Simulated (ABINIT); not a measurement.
# GaN (P6_3mc): G0W0 in ABINIT against the wavefunction cutoff in GW

How does the gap of GaN (P6_3mc) converge in the wavefunction cutoff in GW?

Calculated with ABINIT 10.8.3; PBE and many-body steps on it, plane waves.

Report form: the programs' logs are mostly left out.

The database entry behind the starting cell differs from later determinations by our own check (about 0.3 % short, ideal inner coordinate), so it need not match the best structure at ambient conditions.

## (1) Starting point

It takes space group P6_3mc (No. 186, hexagonal). Conventional cell: a = 3.180 Å, b = 3.180 Å, c = 5.166 Å, α = 90.00°, β = 90.00°, γ = 120.00°. Nearest to Ga lie 4 N at 1.94 to 1.95 Å. Nearest to N lie 4 Ga at 1.94 to 1.95 Å. Farther neighbours and most contacts between anions are not listed.

Coordinates:

```cif
data_structure
_symmetry_space_group_name_H-M 'P6_3mc'
_symmetry_Int_Tables_number 186
_cell_length_a 3.1800
_cell_length_b 3.1800
_cell_length_c 5.1660
_cell_angle_alpha 90.000
_cell_angle_beta 90.000
_cell_angle_gamma 120.000
_cell_volume 45.24
loop_
_atom_site_label
_atom_site_type_symbol
_atom_site_symmetry_multiplicity
_atom_site_Wyckoff_symbol
_atom_site_fract_x
_atom_site_fract_y
_atom_site_fract_z
_atom_site_occupancy
Ga1 Ga 2 b 0.33333 0.66667 0.00000 1
N1 N 2 b 0.33333 0.66667 0.37500 1
```

The cell and positions come from the Crystallography Open Database and are kept as given unless a step says otherwise.

## (2) Screening, 3×3×2 mesh, 52 bands, screening to 130.6 eV

This step: ABINIT 10.8.3; RPA screening on PBE, plane waves, norm-conserving pseudopotentials.

The RPA dielectric matrix is built and inverted for each q.

run.abi reads:

```
acell 3*1.0 Angstrom
rprim 
  3.179999999980 0.000000000005 0.000000000000
  -1.589999999994 2.753960784015 0.000000000000
  0.000000000000 0.000000000000 5.166000000000
ntypat 2
znucl 31 7
natom 4
typat 1 1 2 2
xred 
  0.333333333333 0.666666666667 0.000000000000
  0.666666666667 0.333333333333 0.500000000000
  0.333333333333 0.666666666667 0.375000000000
  0.666666666667 0.333333333333 0.875000000000
pp_dirpath "pseudos"
pseudos "Ga.upf, N.upf"
ecut 36
ngkpt 3 3 2
nshiftk 1
shiftk 0 0 0
kptopt 1
chksymbreak 0
istwfk *1
occopt 1
irdwfk 1
optdriver 3
nband 52
ecuteps 4.8
inclvkb 2
awtr 1
symchi 1
ecutwfn 10.8
indata_prefix "in"
outdata_prefix "out"
tmpdata_prefix "tmp"
```

Run with:

```sh
$ OMP_NUM_THREADS=1 mpirun -n 8 abinit run.abi > log
```

Wall time 4.1 s (8 MPI ranks of Intel Xeon Platinum 8488C (Sapphire Rapids), shared host); peak memory 0.59 GiB.

This step gave:

```yaml
eps_infinity_with_local_fields_on_this_mesh_along_the_program_s_q_direction: 10.05
the_same_without_local_fields: 10.75
plasma_frequency: 31.79 eV
plane_waves_in_the_screening_matrix: 147
```

Local fields lower ε∞ by 6 %. On a Γ-centred mesh this coarse the value itself is usually too large, while a short band sum pulls it down.

## (3) 10.8 Ha

This step: G0W0 on PBE, plane waves, norm-conserving pseudopotentials.

run.abi, as its differences from that of step 2:

```diff
@@ -25,8 +25,15 @@
 irdwfk 1
-optdriver 3
+optdriver 4
 nband 52
+gwcalctyp 0
+ecutsigx 10.8
+symsigma 1
+nkptgw 1
+kptgw 
+  0.0000000000 0.0000000000 0.0000000000
+bdgw 
+  17 20
 ecuteps 4.8
-inclvkb 2
-awtr 1
-symchi 1
+irdscr 1
+ppmodel 1
 ecutwfn 10.8
```

It took 2.4 s on 8 MPI ranks; peak memory 0.08 GiB.

This step gave:

| Item | Value |
| --- | --- |
| G0W0 gap on the points computed | 2.176 eV |
| starting gap on the mesh | 2.006 eV |
| k of the valence top | 0, 0, 0 |
| k of the conduction bottom | 0, 0, 0 |
| Z at the valence top | 0.803 |
| Z at the conduction bottom | 0.819 |
| least direct G0W0 gap on the computed points | 2.176 eV |

## (4) Screening, 3×3×2 mesh, 52 bands, screening to 130.6 eV

This step: RPA screening on PBE, plane waves, norm-conserving pseudopotentials.

run.abi, as its differences from that of step 3:

```diff
@@ -25,16 +25,9 @@
 irdwfk 1
-optdriver 4
+optdriver 3
 nband 52
-gwcalctyp 0
-ecutsigx 10.8
-symsigma 1
-nkptgw 1
-kptgw 
-  0.0000000000 0.0000000000 0.0000000000
-bdgw 
-  17 20
 ecuteps 4.8
-irdscr 1
-ppmodel 1
-ecutwfn 10.8
+inclvkb 2
+awtr 1
+symchi 1
+ecutwfn 18
 indata_prefix "in"
```

Elapsed: 4.8 s, on 8 MPI ranks; peak memory 0.57 GiB; 35 s of CPU time.

Numbers from this step:

```yaml
eps_infinity_with_local_fields_on_this_mesh_along_the_program_s_q_direction: 9.553
the_same_without_local_fields: 10.22
plasma_frequency: 32.98 eV
plane_waves_in_the_screening_matrix: 147
```

## (5) 18 Ha

The self-energy is evaluated for the states that the input lists, and the levels follow from it, in one-shot runs by the linearised quasiparticle equation.

This step: G0W0 on PBE, plane waves, norm-conserving pseudopotentials.

run.abi, as its differences from that of step 4:

```diff
@@ -25,8 +25,15 @@
 irdwfk 1
-optdriver 3
+optdriver 4
 nband 52
+gwcalctyp 0
+ecutsigx 18
+symsigma 1
+nkptgw 1
+kptgw 
+  0.0000000000 0.0000000000 0.0000000000
+bdgw 
+  17 20
 ecuteps 4.8
-inclvkb 2
-awtr 1
-symchi 1
+irdscr 1
+ppmodel 1
 ecutwfn 18
```

The job ended after 3.5 s (8 MPI ranks; peak memory 0.55 GiB).

This step gave:

```
G0W0 gap on the points computed              : 2.105 eV
starting gap on the mesh                     : 2.006 eV
k of the valence top                         : 0, 0, 0
k of the conduction bottom                   : 0, 0, 0
Z at the valence top                         : 0.798
Z at the conduction bottom                   : 0.819
least direct G0W0 gap on the computed points : 2.105 eV
```

The gap on the mesh goes from 2.01 eV to 2.11 eV, a correction of +0.10 eV.

## (6) Screening, 3×3×2 mesh, 52 bands, screening to 130.6 eV

This step: RPA screening on PBE, plane waves, norm-conserving pseudopotentials.

run.abi, as its differences from that of step 5:

```diff
@@ -25,16 +25,9 @@
 irdwfk 1
-optdriver 4
+optdriver 3
 nband 52
-gwcalctyp 0
-ecutsigx 18
-symsigma 1
-nkptgw 1
-kptgw 
-  0.0000000000 0.0000000000 0.0000000000
-bdgw 
-  17 20
 ecuteps 4.8
-irdscr 1
-ppmodel 1
-ecutwfn 18
+inclvkb 2
+awtr 1
+symchi 1
+ecutwfn 27
 indata_prefix "in"
```

Wall time 5 s (8 MPI ranks); peak memory 0.71 GiB.

Numbers from this step:

| Property | Result |
| --- | --- |
| ε∞ with local fields, on this mesh, along the program's q direction | 9.310 |
| the same without local fields | 9.959 |
| plasma frequency | 33.12 eV |
| plane waves in the screening matrix | 147 |

## (7) 27 Ha

This step: G0W0 on PBE, plane waves, norm-conserving pseudopotentials.

run.abi, as its differences from that of step 6:

```diff
@@ -25,8 +25,15 @@
 irdwfk 1
-optdriver 3
+optdriver 4
 nband 52
+gwcalctyp 0
+ecutsigx 27
+symsigma 1
+nkptgw 1
+kptgw 
+  0.0000000000 0.0000000000 0.0000000000
+bdgw 
+  17 20
 ecuteps 4.8
-inclvkb 2
-awtr 1
-symchi 1
+irdscr 1
+ppmodel 1
 ecutwfn 27
```

The job ended after 2.8 s (8 MPI ranks; peak memory 0.1 GiB).

Numbers from this step:

```yaml
g0w0_gap_on_the_points_computed: 2.137 eV
starting_gap_on_the_mesh: 2.006 eV
k_of_the_valence_top: 0, 0, 0
k_of_the_conduction_bottom: 0, 0, 0
least_direct_g0w0_gap_on_the_computed_points: 2.137 eV
```

Against the run before, the gap moves by +0.032 eV.

## (8) Screening, 3×3×2 mesh, 52 bands, screening to 130.6 eV

This step: RPA screening on PBE, plane waves, norm-conserving pseudopotentials.

run.abi, as its differences from that of step 7:

```diff
@@ -25,16 +25,8 @@
 irdwfk 1
-optdriver 4
+optdriver 3
 nband 52
-gwcalctyp 0
-ecutsigx 27
-symsigma 1
-nkptgw 1
-kptgw 
-  0.0000000000 0.0000000000 0.0000000000
-bdgw 
-  17 20
 ecuteps 4.8
-irdscr 1
-ppmodel 1
-ecutwfn 27
+inclvkb 2
+awtr 1
+symchi 1
 indata_prefix "in"
```

Run time: 5.1 s. Hardware: 8 MPI ranks; peak memory 0.86 GiB.

This step gave:

* ε∞ with local fields, on this mesh, along the program's q direction: 9.284
* the same without local fields: 9.931
* plasma frequency: 33.12 eV
* plane waves in the screening matrix: 147

## (9) 36 Ha

This step: G0W0 on PBE, plane waves, norm-conserving pseudopotentials.

run.abi, as its differences from that of step 8:

```diff
@@ -25,8 +25,15 @@
 irdwfk 1
-optdriver 3
+optdriver 4
 nband 52
+gwcalctyp 0
+ecutsigx 36
+symsigma 1
+nkptgw 1
+kptgw 
+  0.0000000000 0.0000000000 0.0000000000
+bdgw 
+  17 20
 ecuteps 4.8
-inclvkb 2
-awtr 1
-symchi 1
+irdscr 1
+ppmodel 1
 indata_prefix "in"
```

The job ended after 3.3 s (8 MPI ranks; peak memory 0.75 GiB; 23 s of CPU time).

This step gave:

| Item | Value |
| --- | --- |
| G0W0 gap on the points computed | 2.174 eV |
| starting gap on the mesh | 2.006 eV |
| k of the valence top | 0, 0, 0 |
| k of the conduction bottom | 0, 0, 0 |
| least direct G0W0 gap on the computed points | 2.174 eV |

Against the run before, the gap moves by +0.037 eV.

## (10) Side by side

Times are wall times on 8 MPI ranks of Intel Xeon Platinum 8488C (Sapphire Rapids), shared host, good to a factor of about two. A run's time includes the screening step that it read.

| run | mesh | bands | screening cutoff (eV) | DFT gap (eV) | gap on the mesh (eV) | direct (eV) | ε∞ used | time |
| --- | --- | --- | --- | --- | --- | --- | --- | --- |
| 10.8 Ha | 3×3×2 | 52 | 130.6 | 2.006 | 2.176 | 2.176 | 10.05 | 6.5 s |
| 18 Ha | 3×3×2 | 52 | 130.6 | 2.006 | 2.105 | 2.105 | 9.55 | 8.4 s |
| 27 Ha | 3×3×2 | 52 | 130.6 | 2.006 | 2.137 | 2.137 | 9.31 | 7.8 s |
| 36 Ha | 3×3×2 | 52 | 130.6 | 2.006 | 2.174 | 2.174 | 9.28 | 8.4 s |

## (11) Summary of results

```yaml
10p8_ha: 2.176 eV
18_ha: 2.105 eV
27_ha: 2.137 eV
36_ha: 2.174 eV
known_limits: not at the basis limit; exchange with frozen shells missing; no spin-orbit coupling; coarse k mesh
```

The setting moved: wavefunction cutoff in GW. From 10.8 Ha to 36 Ha the gap moves by −0.002 eV, not steadily: it passes through 2.11 eV. The last step still moves it by +0.037 eV. Bands and screening cutoff are coupled, so a series along one setting does not show full convergence. The exchange cutoff follows the wavefunction cutoff here. Bands and cutoff are finite, so the gap is not at the basis limit. The miss can reach some tenths of an eV and take either sign; the mesh is an error of its own. In the G0W0 runs levels were corrected at 1 k point alone, so a gap called «on the mesh» is the least over those, and an edge elsewhere would be missed. The 3×3×2 mesh is coarse for this cell, which bears on the long-range parts of exchange and screening. The norm-conserving file of at least one element keeps a d shell over frozen s and p shells of the same row. Exchange with those shells is missing from the self-energy, an error of 0.3 to 0.9 eV in cases checked, whose sign depends on which edge lies on those atoms. The many-body steps are scalar-relativistic: spin-orbit coupling is not in them.

[Paths, hosts, dates, memory and timing lines, banners, echoed tables and standing remarks are left out of the program output.]

[Logs are printed without paths, hosts, clocks, repeated set-up lines and the standing remarks that a program may print on its own settings, such as how far it seeks lower states.]

[Runs of the session that timed out or met a known fault of the program may be left out.]

[Hosts, paths, dates, database ids (printed as entryN), source tags and the programs' standing remarks are cut or masked in the printed files.]

[G0W0 gaps are taken among the corrected bands and points alone; a level outside them can change the order at an edge.]

[Where Ansatz stands beside ABINIT at settings called matched, ABINIT's density can come from a denser mesh and the files from another edition; pairs whose starting gaps differed by over 0.03 eV were left out, so agreement reads better than it is.]
